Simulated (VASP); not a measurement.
# LiF (P6_3mc) in VASP: single point with HSE06

Aim: the single point of LiF with HSE06.

All numbers are computed with VASP 6.6.1; they aren't measurements. Logs are shortened: lines on timing, memory, paths and dates and some standing lists are left out, and cuts for length are marked.

### Step 1. The structure

It takes space group P6_3mc (No. 186, hexagonal). The conventional cell has a = 3.081 Å, b = 3.081 Å, c = 4.785 Å, α = 90.00°, β = 90.00°, γ = 120.00°. Li (site symmetry 3m) is surrounded by 4 F at 1.86 to 1.87 Å. Around F (site symmetry 3m) lie 4 Li at 1.86 to 1.87 Å.

The cell was built by a generator and needn't be a form met in nature.

### Step 2. Single point, HSE06

POSCAR reads:

```
LiF
1.0
    3.0810126435      0.0000000000      0.0000000000
   -1.5405063218      2.6682352187      0.0000000000
    0.0000000000      0.0000000000      4.7853429566
Li F
2 2
Direct
    0.3333333333      0.6666666667     -0.0074305319
    0.6666666667      0.3333333333      0.4925694681
    0.3333333333      0.6666666667      0.3824305319
    0.6666666667      0.3333333333      0.8824305319
```

INCAR.step1 reads:

```
ALGO = Normal ; EDIFF = 1E-5
ENCUT = 520 ; GGA = PE
ISIF = 2 ; ISMEAR = 0
LASPH = True ; LCHARG = False
LREAL = False ; LWAVE = True
NBANDS = 18 ; NELM = 100
PREC = Accurate ; SIGMA = 0.01
```

INCAR.step2 reads:

```
ALGO = Normal ; EDIFF = 1E-6
ENCUT = 520 ; GGA = PE
HFSCREEN = 0.2079 ; ISIF = 2
ISMEAR = 0 ; ISTART = 1
LASPH = True ; LCHARG = False
LHFCALC = True ; LREAL = False
LWAVE = False ; NBANDS = 18
NELM = 100 ; PREC = Accurate
PRECFOCK = Normal ; SIGMA = 0.01
```

KPOINTS reads:

```
k-points
0
Gamma
  6 6 4
```

Potentials or basis: VASP PAW PBE potentials, release 64 (Li_sv, F).

Launch:

```console
> cat potpaw_PBE.64/Li_sv/POTCAR potpaw_PBE.64/F/POTCAR > POTCAR
> cp INCAR.step1 INCAR
> mpirun -np 1 vasp_std > vasp.out
> cp INCAR.step2 INCAR
> mpirun -np 1 vasp_std > vasp.out
```

OUTCAR:

```text
EDIFF = 1E-6
   ENCUT = 520
   GGA = PE
   HFSCREEN = 0.2079
   ISIF = 2
   ISMEAR = 0
   ISTART = 1
   LASPH = True
   LHFCALC = True
   LREAL = False
   NELM = 100
   PREC = Accurate
   PRECFOCK = Normal

 ion  position               nearest neighbor table
   1  0.333  0.667  0.993-   4 1.86   4 1.86   4 1.86   3 1.87
   2  0.667  0.333  0.493-   3 1.86   3 1.86   3 1.86   4 1.87
   3  0.333  0.667  0.382-   2 1.86   2 1.86   2 1.86   1 1.87
   4  0.667  0.333  0.882-   1 1.86   1 1.86   1 1.86   2 1.87

  LATTYP: Found a hexagonal cell.
 ALAT       =     3.0810126435
 C/A-ratio  =     1.5531721256

  Lattice vectors:

 A1 = (   3.0810126435,   0.0000000000,   0.0000000000)
 A2 = (  -1.5405063218,   2.6682352187,   0.0000000000)
 A3 = (   0.0000000000,   0.0000000000,   4.7853429566)

Analysis of symmetry for initial positions (statically):
=====================================================================
 Subroutine PRICEL returns:
 Original cell was already a primitive cell.

 Routine SETGRP: Setting up the symmetry group for a
 hexagonal supercell.

 Subroutine GETGRP returns: Found 12 space group operations
 (whereof  6 operations were pure point group operations)
 out of a pool of 24 trial point group operations.

The static configuration has the point symmetry C_3v.
 The point group associated with its full space group is C_6v.

Analysis of symmetry for dynamics (positions and initial velocities):
=====================================================================
 Subroutine PRICEL returns:
 Original cell was already a primitive cell.

 Routine SETGRP: Setting up the symmetry group for a
 hexagonal supercell.

 Subroutine GETGRP returns: Found 12 space group operations
 (whereof  6 operations were pure point group operations)
 out of a pool of 24 trial point group operations.

The dynamic configuration has the point symmetry C_3v.
 The point group associated with its full space group is C_6v.

 Subroutine INISYM returns: Found 12 space group operations
 (whereof  6 operations are pure point group operations),
 and found     1 'primitive' translations

----------------------------------------------------------------------------------------

                                     Primitive cell

  volume of cell :      39.3397

  direct lattice vectors                    reciprocal lattice vectors
     3.081012643  0.000000000  0.000000000     0.324568613  0.187389776  0.000000000
    -1.540506322  2.668235219  0.000000000     0.000000000  0.374779552  0.000000000
     0.000000000  0.000000000  4.785342957     0.000000000  0.000000000  0.208971438

  length of vectors
     3.081012643  3.081012644  4.785342957     0.374779552  0.374779552  0.208971438

  position of ions in fractional coordinates (direct lattice)
     0.333333333  0.666666667  0.992569468
     0.666666667  0.333333333  0.492569468
     0.333333333  0.666666667  0.382430532
     0.666666667  0.333333333  0.882430532

  ion indices of the primitive-cell ions
   primitive index   ion index
                 1           1
                 2           2
                 3           3
                 4           4

----------------------------------------------------------------------------------------

 KPOINTS: k-points

Automatic generation of k-mesh.
 Grid dimensions read from file:
 generate k-points for:    6    6    4

 Generating k-lattice:

  Cartesian coordinates                     Fractional coordinates (reciprocal lattice)
     0.054094769  0.031231629  0.000000000     0.166666667  0.000000000  0.000000000
     0.000000000  0.062463259  0.000000000     0.000000000  0.166666667  0.000000000
     0.000000000  0.000000000  0.052242860     0.000000000  0.000000000  0.250000000

  Length of vectors
     0.062463259  0.062463259  0.052242860

  Shift w.r.t. Gamma in fractional coordinates (k-lattice)
     0.000000000  0.000000000  0.000000000

 Subroutine IBZKPT returns following result:
 ===========================================

 Found     21 irreducible k-points:

 Following reciprocal coordinates:
            Coordinates               Weight
  0.000000  0.000000  0.000000      1.000000
  0.166667  0.000000  0.000000      6.000000
  0.333333  0.000000  0.000000      6.000000
  0.500000  0.000000  0.000000      3.000000
  0.166667  0.166667  0.000000      6.000000
  0.333333  0.166667  0.000000     12.000000
[... 13 lines left out ...]
  0.333333  0.166667  0.500000     12.000000
  0.333333  0.333333  0.500000      2.000000
   k-points           NKPTS =     21   k-points in BZ     NKDIM =    144   number of bands    NBANDS=     18
   number of dos      NEDOS =    301   number of ions     NIONS =      4
   total plane-waves  NPLWV =  20736
   dimension x,y,z NGX =    24 NGY =   24 NGZ =   36
   dimension x,y,z NGXF=    48 NGYF=   48 NGZF=   72
   ions per type =               2   2
   NGX,Y,Z   is equivalent  to a cutoff of  12.95, 12.95, 12.51 a.u.
   NGXF,Y,Z  is equivalent  to a cutoff of  25.90, 25.90, 25.01 a.u.
 SYSTEM =  unknown system
   PREC   = accura    normal or accurate (medium, high low for compatibility)
   ISTART =      1    job   : 0-new  1-cont  2-samecut
   ICHARG =      0    charge: 1-file 2-atom 10-const
   ISPIN  =      1    spin polarized calculation?
   LNONCOLLINEAR =      F non collinear calculations
   LSORBIT =      F    spin-orbit coupling
   LASPH  =      T    aspherical Exc in radial PAW
   ENCUT  =  520.0 eV  38.22 Ry    6.18 a.u.   5.73  5.73  8.90*2*pi/ulx,y,z
   NELM   =    100;   NELMIN=  2; NELMDL=  0     # of ELM steps
   EDIFF  = 0.1E-05   stopping-criterion for ELM
   LREAL  =      F    real-space projection
   EDIFFG = 0.1E-04   stopping-criterion for IOM
   NSW    =      0    number of steps for IOM
   IBRION =     -1    ionic relax: 0-MD 1-quasi-New 2-CG
   NFREE  =      0    steps in history (QN), initial steepest desc. (CG)
   ISIF   =      2    stress and relaxation
   ISYM   =      3    0-nonsym 1-usesym 2-fastsym
   POTIM  = 0.5000    time-step for ionic-motion
   TEBEG  =    0.0;   TEEND  =   0.0 temperature during run
   PSTRESS=    0.0 pullay stress
   NELECT =      20.0000    total number of electrons
   NUPDOWN=      -1.0000    fix difference up-down
   EMIN   =  10.00;   EMAX   =-10.00  energy-range for DOS
   EFERMI =   0.00;   METHOD = LEGACY
   ISMEAR =     0;   SIGMA  =   0.01  broadening in eV -4-tet -1-fermi 0-gaus
   EFERMI_NEDOS =   21; number of points for ismear=-14 and -15
   IALGO  =     38    algorithm
   IMIX   =      1    mixing-type and parameters
     AMIX     =   0.40;   BMIX     =  1.00
     AMIX_MAG =   1.60;   BMIX_MAG =  1.00
  volume/ion in A,a.u.               =       9.83        66.37
  Fermi-wavevector in a.u.,A,eV,Ry     =   1.306596  2.469108 23.227767  1.707193
  Thomas-Fermi vector in A             =   2.437387
   LORBIT       =      0    0 simple, 1 ext, 2 COOP (PROOUT), +10 PAW based schemes
   GGA     = PE    functional components
   LHFCALC =     T    Hartree Fock is set to
   PRECFOCK=normal    Normal, Fast or Accurate (Low or Medium for compatibility)
   ENCUT4O =  -1.0   cutoff for four orbital integrals eV
   NKREDX  =     1    reduce k-point grid by
   NKREDY  =     1    reduce k-point grid by
   NKREDZ  =     1    reduce k-point grid by
   AEXX    =    0.2500 exact exchange contribution
   HFSCREEN=    0.2079 screening length (either q_TF or 0.3 A-1)
   HFSCREENC=   0.2079 screening length for correlation (either q_TF or 0.3 A-1)
   ENCUTFOCK=  -1.0 apply spherical cutoff to Coloumb kernel
   IVDW    =     0    specifies the selected vdW correction
   LEPSILON=     F    determine dielectric tensor
   LRPA    =     F    only Hartree local field effects (RPA)
 non-spin polarized calculation
 Gauss-broadening in eV      SIGMA  =   0.01
  energy-cutoff  :      520.00
  volume of cell :       39.34
 maximum number of plane-waves:      1085
 NGX is ok and might be reduce to    24
  NGX = 18; NGY = 18; NGZ = 28

 number of electron      20.0000014 magnetization

 Free energy of the ion-electron system (eV)
  ---------------------------------------------------
  ext. energy  EPLUGINS =         0.00000000
  ---------------------------------------------------
  free energy    TOTEN  =       -22.75942023 eV

  energy without entropy =      -22.75942023  energy(sigma->0) =      -22.75942023

 E-fermi :  -4.0184     XC(G=0):  -7.2960

 val. band max:       -4.1124005651   @ k =   0.0000   0.0000   0.0000
 cond. band min:       5.8886532026   @ k =   0.0000   0.0000   0.0000
 fundamental gap:     10.0010537677
 Fermi energy:        -4.0184017512

 k-point     1 :       0.0000    0.0000    0.0000
  band No.  band energies     occupation
      1     -46.5776      2.00000
      2     -46.5317      2.00000
      3     -25.1615      2.00000
      4     -24.8983      2.00000
      5      -6.4052      2.00000
      6      -4.6560      2.00000
[... 10 lines left out ...]
     17      18.0724      0.00000
     18      19.0047      0.00000

 k-point     2 :       0.1667    0.0000    0.0000
  band No.  band energies     occupation
      1     -46.5688      2.00000
      2     -46.5282      2.00000
      3     -25.1243      2.00000
      4     -24.8917      2.00000
      5      -6.2587      2.00000
      6      -4.9563      2.00000
[... 10 lines left out ...]
     17      18.3709      0.00000
     18      18.4817      0.00000

 k-point     3 :       0.3333    0.0000    0.0000
  band No.  band energies     occupation
      1     -46.5496      2.00000
      2     -46.5231      2.00000
      3     -25.0384      2.00000
      4     -24.8889      2.00000
      5      -6.0557      2.00000
      6      -5.4725      2.00000
[... 349 lines left out ...]
 k-point    20 :       0.3333    0.1667    0.5000
  band No.  band energies     occupation
      1     -46.5302      2.00000
      2     -46.5302      2.00000
      3     -24.9436      2.00000
      4     -24.9436      2.00000
      5      -5.8799      2.00000
      6      -5.8799      2.00000
[... 10 lines left out ...]
     17      18.8182      0.00000
     18      18.8182      0.00000

 k-point    21 :       0.3333    0.3333    0.5000
  band No.  band energies     occupation
      1     -46.5272      2.00000
      2     -46.5272      2.00000
      3     -24.9316      2.00000
      4     -24.9316      2.00000
      5      -5.7577      2.00000
      6      -5.7577      2.00000
[... 10 lines left out ...]
     17      19.7640      0.00000
     18      19.7640      0.00000

------------------------ aborting loop because EDIFF is reached ----------------------------------------

  FORCE on cell =-STRESS in cart. coord.  units (eV):
  Direction    XX          YY          ZZ          XY          YZ          ZX
  --------------------------------------------------------------------------------------
  -------------------------------------------------------------------------------------
  Total        0.2102042      0.2102042      0.2446181     -0.0000000      0.0000000      0.0000000
  in kB        8.5609388      8.5609388      9.9625031     -0.0000000      0.0000000      0.0000000
  external PRESSURE =       9.0281269 kB  Pullay stress =       0.0000000 kB

 VOLUME and BASIS-vectors are now :
 -----------------------------------------------------------------------------
  energy-cutoff  :      520.00
  volume of cell :       39.34
      direct lattice vectors                 reciprocal lattice vectors
     3.081012643  0.000000000  0.000000000     0.324568613  0.187389776  0.000000000
    -1.540506322  2.668235219  0.000000000     0.000000000  0.374779552  0.000000000
     0.000000000  0.000000000  4.785342957     0.000000000  0.000000000  0.208971438

 POSITION                                       TOTAL-FORCE (eV/Angst)
 -----------------------------------------------------------------------------------
     -0.00000      1.77882      4.74979         0.000000     -0.000000      0.003662
      1.54051      0.88941      2.35711        -0.000000      0.000000      0.003662
     -0.00000      1.77882      1.83006         0.000000     -0.000000     -0.003662
      1.54051      0.88941      4.22273        -0.000000      0.000000     -0.003662
 -----------------------------------------------------------------------------------
    total drift:                               -0.000001     -0.000000      0.008450

  FREE ENERGIE OF THE ION-ELECTRON SYSTEM (eV)
  ---------------------------------------------------
  free  energy   TOTEN  =       -22.7594202317 eV

  energy  without entropy=      -22.7594202317  energy(sigma->0) =      -22.75942023
```

Run time: 19 min. Hardware: 1 thread of Intel Xeon Platinum 8488C (Sapphire Rapids), shared host; peak memory 0.26 GiB.

What came out:

| Property | Result |
| --- | --- |
| Free energy | -22.7594 eV |
| Largest force | 0.004 eV/Å |
| Band gap on the k mesh | 10.00 eV, direct |

Forces in eV/Å, atoms in the order of the input:
```
Li   0.000  0.000  0.004
Li   0.000  0.000  0.004
F    0.000  0.000 -0.004
F    0.000  0.000 -0.004
```

Caveat: the cutoff is under 1.25 times the usual one of these potentials, so pressure, stress and relaxed cells hold a basis-set (Pulay) error; the PAW data sets were made with another functional, which shifts forces and pressure a little.
